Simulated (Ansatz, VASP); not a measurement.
**Re: VASP beside Ansatz**

```
Re
1.0
     2.76080    0.00000    0.00000
    -1.38040    2.39092    0.00000
     0.00000    0.00000    4.45820
Re
2
Direct
  0.33333 0.66667 0.25000
  0.66667 0.33333 0.75000
```

Alike in both runs: task single point; functional PBE; k mesh 9 × 9 × 4; occupations gaussian, width 0.1 eV; no spin polarisation.

|  | VASP | Ansatz |
| --- | --- | --- |
| version | VASP 6.6.1 | Ansatz 0.2.0 |
| potentials or method | VASP PAW PBE potentials, release 64 (Re) | scalar-relativistic, plane waves, PAW |
| plane-wave cutoff (eV) | 520 | 420 |
| valence electrons in the cell | 14 | 30 |

|  | VASP | Ansatz | Ansatz less VASP |
| --- | --- | --- | --- |
| gap on the k mesh at the Fermi level (eV) | none | none | - |
| pressure (GPa) | 5.5 | 5.9 | +0.39 |
| largest component of the traceless stress (GPa) | 0.22 | 0.10 | -0.120 |

A gap of «none» marks a metal or a gap that the smearing closes. The two sets of potentials don't hold the same shells in valence.

Spin-orbit coupling is left out, which matters for the levels of Re.
